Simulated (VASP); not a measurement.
# I2 in VASP: notebook, part 2 of 2

VASP 6.6.1.

## Step 3: Vibrations by finite differences, PBE+D3(BJ)

INCAR reads:

```
SYSTEM = I
  PREC = Accurate
  ENCUT = 400
  EDIFF = 1E-7
  ISMEAR = 0
  SIGMA = 0.01
  LREAL = .False.
  LASPH = .True.
  NELM = 60
  ALGO = Normal
  ISIF = 2
  LWAVE = .False.
  LCHARG = .False.
  GGA = PE
  IVDW = 12
  IBRION = 5
  NFREE = 2
  POTIM = 0.015
  NSW = 1
  ISYM = 0
```

KPOINTS reads:

```
regular mesh
0
Gamma
  1 1 1
  0 0 0
```

POSCAR reads:

```
I                                       
1.0
   12.9797068966      0.0000000000      0.0000000000
    0.0000000000     13.4797068966      0.0000000000
    0.0000000000      0.0000000000     13.9797068966
  I             
     2
Selective dynamics
Direct
0.5955224535000028  0.5389366429999995  0.5076943307999997  T T T
0.4030685157086383  0.4679560877747886  0.4921907079014298  T T T
```

Potentials or basis: VASP PAW PBE potentials, release 64 (I).

On the command line:

```
$ cat potpaw_PBE.64/I/POTCAR > POTCAR
$ mpirun -np 1 vasp_gam > vasp.out
```

OUTCAR:

```text
SYSTEM = I
   PREC = Accurate
   ENCUT = 400
   EDIFF = 1E-7
   ISMEAR = 0
   LREAL = .False.
   LASPH = .True.
   NELM = 60
   ISIF = 2
   GGA = PE
   IVDW = 12
   IBRION = 5
   NFREE = 2
   POTIM = 0.015
   NSW = 1
   ISYM = 0
 IVDW          = 12

 ion  position               nearest neighbor table
   1  0.596  0.539  0.508-   2 2.68
   2  0.403  0.468  0.492-   1 2.68

IMPORTANT INFORMATION: All symmetrisations will be switched off!
NOSYMM: (Re-)initialisation of all symmetry stuff for point group C_1.

----------------------------------------------------------------------------------------

                                     Primitive cell

  volume of cell :    2445.9265

  direct lattice vectors                    reciprocal lattice vectors
    12.979706897  0.000000000  0.000000000     0.077043342  0.000000000  0.000000000
     0.000000000 13.479706897  0.000000000     0.000000000  0.074185589  0.000000000
     0.000000000  0.000000000 13.979706897     0.000000000  0.000000000  0.071532258

  length of vectors
    12.979706897 13.479706897 13.979706897     0.077043342  0.074185589  0.071532258

  position of ions in fractional coordinates (direct lattice)
     0.595522454  0.538936643  0.507694331
[... 305 lines left out ...]
--------------------------------------- Ionic step       13  -------------------------------------------

 number of electron      14.0000003 magnetization

 Free energy of the ion-electron system (eV)
  ---------------------------------------------------
  ext. energy  EPLUGINS =         0.00000000
  ---------------------------------------------------
  free energy    TOTEN  =        -2.67166004 eV

  energy without entropy =       -2.67166004  energy(sigma->0) =       -2.67166004

 E-fermi :  -5.9470     XC(G=0):  -0.6105

 val. band max:       -5.9946209160   @ k =   0.0000   0.0000   0.0000
 cond. band min:      -4.1769849656   @ k =   0.0000   0.0000   0.0000
 fundamental gap:      1.8176359505
 Fermi energy:        -5.9469579880

 k-point     1 :       0.0000    0.0000    0.0000
  band No.  band energies     occupation
      1     -18.5510      2.00000
      2     -16.3913      2.00000
      3      -9.3051      2.00000
      4      -7.5781      2.00000
      5      -7.5777      2.00000
      6      -5.9950      2.00000
      7      -5.9946      2.00000
      8      -4.1770      0.00000
      9      -0.3944      0.00000
     10       0.5285      0.00000
     11       0.5871      0.00000
[... 31 lines left out ...]
  FREE ENERGIE OF THE ION-ELECTRON SYSTEM (eV)
  ---------------------------------------------------
  free  energy   TOTEN  =        -2.7206198440 eV

  energy  without entropy=       -2.7206198440  energy(sigma->0) =       -2.72061984

 SECOND DERIVATIVES (NOT SYMMETRIZED)
 ------------------------------------
               1X          1Y          1Z          2X          2Y          2Z
  1X    -9.327657   -3.570111   -0.808950    9.327657    3.570111    0.808950
  1Y    -3.567765   -1.374413   -0.309660    3.567765    1.374413    0.309660
  1Z    -0.808507   -0.309619   -0.079497    0.808507    0.309619    0.079497
  2X     9.325668    3.571316    0.808719   -9.325668   -3.571316   -0.808719
  2Y     3.568856    1.371323    0.309681   -3.568856   -1.371323   -0.309681
  2Z     0.808152    0.309683    0.079042   -0.808152   -0.309683   -0.079042

 Eigenvectors and eigenvalues of the dynamical matrix
 ----------------------------------------------------

   1 f  =    6.438894 THz    40.456762 2PiTHz  214.778371 cm-1    26.629112 meV
             X         Y         Z           dx          dy          dz
      7.729707  7.264708  7.097418     0.658206    0.252061    0.057121
      5.231711  6.307911  6.880682    -0.658159   -0.252058   -0.057109
[... 21 lines left out ...]
   6 f/i=    0.023774 THz     0.149378 2PiTHz    0.793021 cm-1     0.098322 meV
             X         Y         Z           dx          dy          dz
      7.729707  7.264708  7.097418     0.302668   -0.506569    0.034204
      5.231711  6.307911  6.880682     0.380356   -0.710269    0.038171
```

OSZICAR:

```text
N       E                     dE             d eps       ncg     rms          rms(c)
DAV:   1     0.131653200120E+03    0.13165E+03   -0.22517E+03    22   0.552E+02
DAV:   2     0.452860101834E+02   -0.86367E+02   -0.84431E+02    33   0.739E+01
DAV:   3     0.124908837122E+00   -0.45161E+02   -0.45118E+02    36   0.761E+01
[... 13 lines left out ...]
DAV:  11    -0.267165849763E+01   -0.17083E-05   -0.46238E-08    28   0.879E-04    0.109E-04
DAV:  12    -0.267165946413E+01   -0.96650E-06   -0.21588E-08    30   0.641E-04    0.603E-05
DAV:  13    -0.267165979600E+01   -0.33187E-06    0.56704E-09    20   0.271E-04    0.311E-05
DAV:  14    -0.267165999740E+01   -0.20140E-06    0.42466E-09    14   0.252E-04    0.203E-05
DAV:  15    -0.267166004136E+01   -0.43966E-07    0.97084E-09    20   0.114E-04
  13 F= -.27206198E+01 E0= -.27206198E+01  d E =-.129059E-11
```

Wall time 25 min (1 thread of Intel Xeon Platinum 8488C (Sapphire Rapids), shared host); peak memory 1.3 GiB.

Results:

- Highest phonon frequency at Γ: 215 cm⁻¹
- Dispersion energy per atom: -0.024 eV

Phonon frequencies in cm⁻¹ (negative: imaginary):
```csv
q point,frequencies
"(0.000, 0.000, 0.000)",-1 0 0 5 6 215
```

Spin-orbit coupling is left out, which matters for the levels of I.

## Step 4: Single point, PBE

INCAR reads:

```
SYSTEM = I
  PREC = Accurate
  ENCUT = 400
  EDIFF = 1E-6
  ISMEAR = 0
  SIGMA = 0.01
  LREAL = .False.
  LASPH = .True.
  NELM = 60
  ALGO = Normal
  ISIF = 2
  LWAVE = .False.
  LCHARG = .False.
  GGA = PE
  ISYM = 0
```

KPOINTS is that of step 3.

POSCAR, as its differences from that of step 3:

```diff
@@ -9,3 +9,3 @@
 Direct
-0.5955224535000028  0.5389366429999995  0.5076943307999997  T T T
-0.4030685157086383  0.4679560877747886  0.4921907079014298  T T T
+     0.5955224535000028    0.5389366429999995    0.5076943307999997   F   F   F
+     0.4030685157086383    0.4679560877747886    0.4921907079014298   T   T   T
```

On the command line:

```
$ cat potpaw_PBE.64/I/POTCAR > POTCAR
$ mpirun -np 1 vasp_gam > vasp.out
```

It took 94 s on 1 thread of Intel Xeon Platinum 8488C (Sapphire Rapids), shared host; peak memory 1.2 GiB.

Results (log left out):

```yaml
Free_energy: -2.6717 eV
Largest_force: 0.008 eV/Å
Gap_between_the_frontier_levels: 1.82 eV
```

Forces on the atoms (eV/Å):
```
I   -0.008 -0.002  0.000
I    0.008  0.002  0.000
```

Levels at points of the mesh, in eV from the valence-band top:
```tsv
k point	band 4	band 5	band 6	band 7	band 8	band 9	band 10	band 11
(0.00, 0.00, 0.00)	-1.59	-1.59	0.00	0.00	1.82	5.60	6.52	6.58
```

Caveat: spin-orbit coupling is left out, which moves the levels of the heavy elements. As with any semilocal functional, this PBE gap is likely too small.

## Step 5: Overview

```tsv
task	level	cell	atoms held fixed (from 0)	gap on the mesh (eV)
relaxation of the atoms	PBE+D3(BJ)	atoms relaxed	[0]	1.82
vibrations by finite differences	PBE+D3(BJ)	as given	-	-
single point	PBE	as given	-	1.82
```

Alike in all rows: potentials or basis VASP PAW PBE potentials, release 64 (I); no spin polarisation; k mesh 1 × 1 × 1; cutoff (eV) 400; smearing gaussian 0.01 eV.

Caveats: spin-orbit coupling is left out, which moves the levels of the heavy elements (some runs).

Absolute energies hang on the potentials; compare differences alone.
